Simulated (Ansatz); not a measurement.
The system is NiO.

```xyz
2
Lattice="0.0000 2.0859 2.0859 2.0859 0.0000 2.0859 2.0859 2.0859 0.0000" Properties=species:S:1:pos:R:3 pbc="T T T"
Ni    0.0000    0.0000    0.0000
O     2.0859    2.0859    2.0859
```

Program: Ansatz 0.2.0. Alike in all runs: task projected density of states; potentials or basis Ansatz PAW; spin collinear, ferromagnetic start; cell as given; k mesh 11 × 11 × 11; cutoff (eV) 420; smearing fermi-dirac 0.05 eV.

**Question.** Order these runs on this cell by their band gap on the k mesh, lowest first.
A. level PBE+U; U Ni d U = 4 eV; hubbard projectors ortho-atomic (the default); double counting fll (the default)
B. level PBE
C. level PBE+U; U Ni d U = 5 eV; hubbard projectors ortho-atomic (the default); double counting fll (the default)
D. level PBE+U; U Ni d U = 3 eV; hubbard projectors ortho-atomic (the default); double counting fll (the default)
E. level PBE+U; U Ni d U = 2 eV; hubbard projectors ortho-atomic (the default); double counting fll (the default)

**Answer.** B (metal), E (0.32 eV), D (0.79 eV), A (1.25 eV), C (1.70 eV).

Caveats: a cell with one magnetic atom can't hold antiferromagnetic order, which such compounds often take; the density of states is complete only up to the lowest level of the last band computed; the magnetic or orbital state may not be the lowest (some runs); odd divisions of the mesh miss points on the zone boundary, where band edges often lie, so the gap on the mesh can be too wide (some runs); semilocal functionals often make such compounds metallic where correlation or magnetic order opens a gap, which also shifts bond lengths (some runs).

A k mesh can miss the band edges.
